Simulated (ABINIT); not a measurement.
# TiCo (Pm-3m) in ABINIT: a series of runs

The runs below take TiCo through single point, with RPBE, BLYP, AM05, revPBE, PW91.

All numbers are computed with ABINIT 10.8.3 (patched build); they aren't measurements. Logs are shortened: lines on timing, memory, paths and dates and some standing lists are left out, and cuts for length are marked. The log counts tension as positive stress, the text compression.

### 1 The crystal as given

The structure is cubic, space group Pm-3m (No. 221). Conventional cell: a = 2.986 Å, b = 2.986 Å, c = 2.986 Å, α = 90.00°, β = 90.00°, γ = 90.00°. Co (site symmetry m-3m) has 8 Ti at 2.59 Å as nearest neighbours. Ti (site symmetry m-3m) is surrounded by 8 Co at 2.59 Å.

The cell comes from a database or a generator and needn't be the stable form of this composition.

### 2 Single point, RPBE, collinear spin, ferromagnetic start

run.abi reads:

```
# Pseudopotentials
pp_dirpath "./"
pseudos "Co.GGA_PBE-JTH.xml, Ti.GGA_PBE-JTH.xml"

# Structure
acell 5.6429319488 5.6429319488 5.6429319488
rprim
     1.0000000000     0.0000000000     0.0000000000
     0.0000000000     1.0000000000     0.0000000000
     0.0000000000     0.0000000000     1.0000000000
ntypat 2
znucl 27 22
natom 2
typat 1 2
xred
     0.5000000000     0.5000000000     0.5000000000
     0.0000000000     0.0000000000     0.0000000000

# Plane-wave basis
ecut 31.0
pawecutdg 53.0
pawxcdev 0

# k points
kptopt 1
ngkpt 9 9 9
nshiftk 1
shiftk 0.0 0.0 0.0

# Exchange and correlation
ixc 15

# Bands and occupations
nband 20
occopt 3
tsmear 0.05 eV

# Spin
nsppol 2
spinat
     0.0000000000     0.0000000000     2.0000000000
     0.0000000000     0.0000000000     1.0000000000

# SCF cycle
nstep 100
tolvrs 1.0e-9

# Output
iomode 3
prtwf 0
prtden 0
prteig 0
prtebands 0
enunit 2
```

Potentials or basis: JTH PAW PBE v2.0.

Launch:

```sh
> abinit run.abi > log 2>&1
```

run.abo:

```text
.Version 10.8.3 of ABINIT
 Symmetries : space group Pm -3 m (#221); Bravais cP (primitive cubic)
================================================================================
 Values of the parameters that define the memory need of the present run
     intxc =       0    ionmov =       0      iscf =      17    lmnmax =      18
     lnmax =       6     mgfft =      30  mpssoang =       3    mqgrid =    3001
     natom =       2  nloc_mem =       2    nspden =       2   nspinor =       1
    nsppol =       2      nsym =      48    n1xccc =       1    ntypat =       2
    occopt =       3   xclevel =       2
       mpw =        1498          nfft =       27000          nkpt =          35
 PAW method is used; the additional fine FFT grid is defined by:
   mgfftf=        40    nfftf =     64000
================================================================================
================================================================================

--------------------------------------------------------------------------------
------------- Echo of variables that govern the present computation ------------
--------------------------------------------------------------------------------
 -outvars: echo values of preprocessed input variables --------
            acell      5.6429319488E+00  5.6429319488E+00  5.6429319488E+00 Bohr
              amu      5.89332000E+01  4.78800000E+01
             ecut      3.10000000E+01 Hartree
           enunit           2
              ixc          15
         kptrlatt        9    0    0      0    9    0      0    0    9
          kptrlen      5.07863875E+01
            natom           2
            nband          20
            ngfft          30      30      30
          ngfftdg          40      40      40
             nkpt          35
           nspden           2
           nsppol           2
            nstep         100
             nsym          48
           ntypat           2
           occopt           3
        pawecutdg      5.30000000E+01 Hartree
         pawxcdev           0
           prtden           0
        prtebands           0
           prteig           0
            prtwf           0
          spgroup         221
           spinat      0.0000000000E+00  0.0000000000E+00  2.0000000000E+00
                       0.0000000000E+00  0.0000000000E+00  1.0000000000E+00
           tolvrs      1.00000000E-09
           tsmear      1.83746611E-03 Hartree
            typat      1  2
           useylm           1
           xangst      1.4930554940E+00  1.4930554940E+00  1.4930554940E+00
                       0.0000000000E+00  0.0000000000E+00  0.0000000000E+00
            xcart      2.8214659744E+00  2.8214659744E+00  2.8214659744E+00
                       0.0000000000E+00  0.0000000000E+00  0.0000000000E+00
             xred      5.0000000000E-01  5.0000000000E-01  5.0000000000E-01
                       0.0000000000E+00  0.0000000000E+00  0.0000000000E+00
            znucl       27.00000   22.00000
[... 176 lines left out ...]
      occupation numbers for kpt#   1
   1.00000    1.00000    1.00000    1.00000    1.00000    1.00000    1.00000    1.00000
   1.00000    1.00000    1.00000    1.00000    1.00000    1.00000    0.00007    0.00007
   0.00000    0.00000    0.00000    0.00000
 prteigrs : prtvol=0 or 1, do not print more k-points.

 Eigenvalues (hartree) for nkpt=  35  k points, SPIN DOWN:
 kpt#   1, nband= 20, wtk=  0.00137, kpt=  0.0000  0.0000  0.0000 (reduced coord)
  -3.07004   -1.71791   -1.71791   -1.71791   -1.69095   -0.81039   -0.81039   -0.81039
   0.12773    0.28370    0.28370    0.36430    0.36430    0.36430    0.45231    0.45231
   0.51534    0.51534    0.51534    0.73976
      occupation numbers for kpt#   1
   1.00000    1.00000    1.00000    1.00000    1.00000    1.00000    1.00000    1.00000
   1.00000    1.00000    1.00000    1.00000    1.00000    1.00000    0.00000    0.00000
   0.00000    0.00000    0.00000    0.00000
 prteigrs : prtvol=0 or 1, do not print more k-points.

 Fermi (or HOMO) energy (eV) =  11.25678   Average Vxc (eV)= -11.97276
 Eigenvalues (   eV  ) for nkpt=  35  k points, SPIN UP:
 kpt#   1, nband= 20, wtk=  0.00137, kpt=  0.0000  0.0000  0.0000 (reduced coord)
 -84.69688  -47.88047  -47.88047  -47.88047  -45.98455  -22.02281  -22.02281  -22.02281
   3.52049    7.02665    7.02665    9.34227    9.34227    9.34227   11.73363   11.73363
  13.93565   13.93565   13.93565   20.11985
 prteigrs : prtvol=0 or 1, do not print more k-points.

 Eigenvalues (   eV  ) for nkpt=  35  k points, SPIN DOWN:
 kpt#   1, nband= 20, wtk=  0.00137, kpt=  0.0000  0.0000  0.0000 (reduced coord)
 -83.53993  -46.74669  -46.74669  -46.74669  -46.01303  -22.05190  -22.05190  -22.05190
   3.47578    7.71983    7.71983    9.91301    9.91301    9.91301   12.30802   12.30802
  14.02321   14.02321   14.02321   20.12983
 prteigrs : prtvol=0 or 1, do not print more k-points.

--- !EnergyTerms
iteration_state     : {dtset: 1, }
comment             : Components of total free energy in Hartree
kinetic             :  1.95033052555760E+01
hartree             :  5.00940063348368E+01
xc                  : -6.41533930010595E+00
Ewald energy        : -1.37848524357748E+02
psp_core            :  6.55512975133363E+00
local_psp           : -1.62327564261902E+02
PAW spherical_terms :  2.54824746646866E+01
internal            : -2.04956511913323E+02
'-kT*entropy'       : -5.91450973344902E-04
total_energy        : -2.04957103364297E+02
total_energy_eV     : -5.57716690350333E+03
...

--- !EnergyTermsDC
iteration_state     : {dtset: 1, }
comment             : '"Double-counting" decomposition of free energy'
band_energy         : -2.07164362617186E+01
Ewald energy        : -1.37848524357748E+02
psp_core            :  6.55512975133363E+00
xc_dc               : -4.87706625188341E+01
PAW spherical_terms : -4.17601398422503E+00
internal            : -2.04956507371192E+02
'-kT*entropy'       : -5.91450973344902E-04
total_energy_dc     : -2.04957098822166E+02
total_energy_dc_eV  : -5.57716677990565E+03
...

--- !EnergyTermsWithPAWCore
iteration_state     : {dtset: 1, }
comment             : 'Components of total free energy, including PAW core contributions'
Total energy        : -2.24762946582696E+03
Total energy DC     : -2.24762946128483E+03
Total energy (eV)   : -6.11611135324655E+04
Total energy DC (eV): -6.11611134088678E+04
...

 Cartesian components of stress tensor (hartree/bohr^3)
  sigma(1 1)= -1.30624163E-04  sigma(3 2)=  0.00000000E+00
  sigma(2 2)= -1.30624163E-04  sigma(3 1)=  0.00000000E+00
  sigma(3 3)= -1.30624163E-04  sigma(2 1)=  0.00000000E+00

-Cartesian components of stress tensor (GPa)         [Pressure=  3.8431E+00 GPa]
- sigma(1 1)= -3.84309557E+00  sigma(3 2)=  0.00000000E+00
- sigma(2 2)= -3.84309557E+00  sigma(3 1)=  0.00000000E+00
- sigma(3 3)= -3.84309557E+00  sigma(2 1)=  0.00000000E+00

== END DATASET(S) ==============================================================
================================================================================

 -outvars: echo values of variables after computation  --------
            acell      5.6429319488E+00  5.6429319488E+00  5.6429319488E+00 Bohr
           etotal     -2.0495709882E+02
            fcart     -0.0000000000E+00 -0.0000000000E+00 -0.0000000000E+00
                      -0.0000000000E+00 -0.0000000000E+00 -0.0000000000E+00
           strten     -1.3062416325E-04 -1.3062416325E-04 -1.3062416325E-04
                       0.0000000000E+00  0.0000000000E+00  0.0000000000E+00
           xangst      1.4930554940E+00  1.4930554940E+00  1.4930554940E+00
                       0.0000000000E+00  0.0000000000E+00  0.0000000000E+00
             xred      5.0000000000E-01  5.0000000000E-01  5.0000000000E-01
                       0.0000000000E+00  0.0000000000E+00  0.0000000000E+00
 Calculation completed.
```

It took 2.4 min on 1 thread of Arm Neoverse V1, shared host; peak memory 0.17 GiB.

What came out:

* Free energy: -5577.1668 eV
* Pressure: 3.8 GPa
* Band gap on the k mesh: none (metal or under the smearing width)
* Net moment: 0.84 μB per cell
* Site moments: Co +0.97; Ti -0.05 μB
* Valence electrons inside the program's atomic spheres: Co 15.55; Ti 10.21

Caveat: small starting moments can end in a higher magnetic state in this program; the PAW data sets were made with another functional, which shifts forces and pressure a little.

### 3 Single point, BLYP, collinear spin, ferromagnetic start

run.abi, as its differences from that of step 2:

```diff
@@ -30,3 +30,3 @@
 # Exchange and correlation
-ixc 15
+ixc -106131
```

Potentials or basis: JTH PAW PBE v2.0.

Launch:

```sh
> abinit run.abi > log 2>&1
```

It took 3.7 min on 1 thread of Arm Neoverse V1, shared host; peak memory 0.17 GiB.

Results (log left out):

```
Free energy                                           : -5579.2282 eV
Pressure                                              : 3.4 GPa
Band gap on the k mesh                                : none (metal or under the smearing width)
Net moment                                            : 0.00 μB per cell
Valence electrons inside the program's atomic spheres : Co 15.63; Ti 10.24
```

Levels at points of the mesh, in eV from the Fermi level:
Spin up:
```csv
k point,band 12,band 13,band 14,band 15,band 16,band 17
"(0.00, 0.00, 0.00)",-1.46,-1.46,-1.46,0.79,0.79,2.63
```
Spin down:
```tsv
k point	band 11	band 12	band 13	band 14	band 15	band 16	band 17	band 18
(0.00, 0.00, 0.00)	-3.68	-1.46	-1.46	-1.46	0.79	0.79	2.63	2.63
```

Caveat: the starting moments collapsed, and a magnetic state may lie lower; small starting moments can end in a higher magnetic state in this program; the PAW data sets were made with another functional, which shifts forces and pressure a little.

### 4 Single point, AM05, collinear spin, ferromagnetic start

run.abi, as its differences from that of step 3:

```diff
@@ -30,3 +30,3 @@
 # Exchange and correlation
-ixc -106131
+ixc -120135
```

Launch:

```sh
> abinit run.abi > log 2>&1
```

Wall time 3.2 min (1 thread of Arm Neoverse V1, shared host); peak memory 0.18 GiB.

Results (log left out):

- Free energy: -5574.2512 eV
- Pressure: -9.5 GPa
- Band gap on the k mesh: none (metal or under the smearing width)
- Net moment: 0.00 μB per cell
- Valence electrons inside the program's atomic spheres: Co 15.57; Ti 10.20

Levels at points of the mesh, in eV from the Fermi level:
Spin up:
```csv
k point,band 11,band 12,band 13,band 14,band 15,band 16,band 17,band 18
"(0.00, 0.00, 0.00)",-3.74,-1.39,-1.39,-1.39,0.80,0.80,2.78,2.78
```
Spin down:
| k point | band 12 | band 13 | band 14 | band 15 | band 16 | band 17 |
| --- | --- | --- | --- | --- | --- | --- |
| (0.00, 0.00, 0.00) | -1.39 | -1.39 | -1.39 | 0.80 | 0.80 | 2.78 |

Caveat: the starting moments collapsed, and a magnetic state may lie lower; small starting moments can end in a higher magnetic state in this program; the PAW data sets were made with another functional, which shifts forces and pressure a little.

### 5 Single point, revPBE, collinear spin, ferromagnetic start

run.abi, as its differences from that of step 4:

```diff
@@ -30,3 +30,3 @@
 # Exchange and correlation
-ixc -120135
+ixc 14
```

Launch:

```sh
> abinit run.abi > log 2>&1
```

Run time: 2.5 min. Hardware: 1 thread of Arm Neoverse V1, shared host; peak memory 0.17 GiB.

Results (log left out):

| Quantity | Value |
| --- | --- |
| Free energy | -5577.0948 eV |
| Pressure | 2.6 GPa |
| Band gap on the k mesh | none (metal or under the smearing width) |
| Net moment | 0.83 μB per cell |
| Site moments | Co +0.96; Ti -0.04 μB |
| Valence electrons inside the program's atomic spheres | Co 15.55; Ti 10.21 |

Levels at points of the mesh, in eV from the Fermi level:
Spin up:
```csv
k point,band 12,band 13,band 14,band 15,band 16,band 17,band 18,band 19
"(0.00, 0.00, 0.00)",-1.91,-1.91,-1.91,0.48,0.48,2.68,2.68,2.68
```
Spin down:
```
           k point  band 12  band 13  band 14  band 15  band 16  band 17
(0.00, 0.00, 0.00)    -1.34    -1.34    -1.34     1.04     1.04     2.77
```

Caveat: small starting moments can end in a higher magnetic state in this program; the PAW data sets were made with another functional, which shifts forces and pressure a little.

(Part 1 of 2 ends here.)
